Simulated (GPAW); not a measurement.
The system is SnSe.

```
Sn Se
1.0
     0.00000    3.01000    3.01000
     3.01000    0.00000    3.01000
     3.01000    3.01000    0.00000
Sn Se
1 1
Direct
  0.00000 0.00000 0.00000
  0.50000 0.50000 0.50000
```

Measurements of this composition are mostly on another form, of space group No. 62.

Base run:

- Program: GPAW 26.7.0
- Functional: PBEsol
- Potentials or basis: PAW data sets generated in the run's folder for this functional
- Cutoff: 600 eV
- Basis: pw
- k mesh: 8 × 8 × 8
- Occupations: fermi-dirac, width 0.05 eV
- Spin: no spin polarisation

Its results: band gap on the k mesh 0.66 eV, direct; pressure -2.1 GPa.

Question: The run is repeated on the same cell with these changes: functional from PBEsol to BLYP. What comes out?

Answer: Band gap on the k mesh 0.39 eV, direct; pressure 4.7 GPa.

BLYP binds less tightly than PBEsol, so the same cell stands under more pressure.

Caveats: spin-orbit coupling is left out, which moves the levels of the heavy elements; the mesh misses the band edges, which the band path finds closer together (some runs).

Not every run made on this cell is shown here.
